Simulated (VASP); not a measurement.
Input of a VASP 6.6.1 run:

File INCAR:

```
SYSTEM = Ti
ALGO = Normal
EDIFF = 1E-6
EDIFFG = -0.005
ENCUT = 600
GGA = PE
IBRION = 2
ISIF = 3
ISMEAR = 0
LASPH = .True.
LCHARG = .False.
LREAL = .False.
LWAVE = .False.
NELM = 100
NSW = 100
PREC = Accurate
SIGMA = 0.1
```

Contents of KPOINTS:

```
k-points
0
Gamma
  18 18 18
  0 0 0
```

File POSCAR:

```
Ti
1.0
   -1.6410000000      1.6410000000      1.6410000000
    1.6410000000     -1.6410000000      1.6410000000
    1.6410000000      1.6410000000     -1.6410000000
Ti
1
Direct
    0.0000000000      0.0000000000      0.0000000000
```

Potentials or basis: VASP PAW PBE potentials, release 64 (Ti_sv).

Launch:

```bash
$ cat potpaw_PBE.64/Ti_sv/POTCAR > POTCAR
$ mpirun -np 1 vasp_std > vasp.out
```

(1) Estimate the relaxed volume.

(2) Predict the relaxed cell.

(3) Predict the space group after relaxing (to 0.05 Å).

Results:

(1) 17.21 Å³/atom.

(2) a = 2.817 Å, b = 2.817 Å, c = 2.817 Å, α = 109.47°, β = 109.47°, γ = 109.47°.

(3) Im-3m (No. 229).
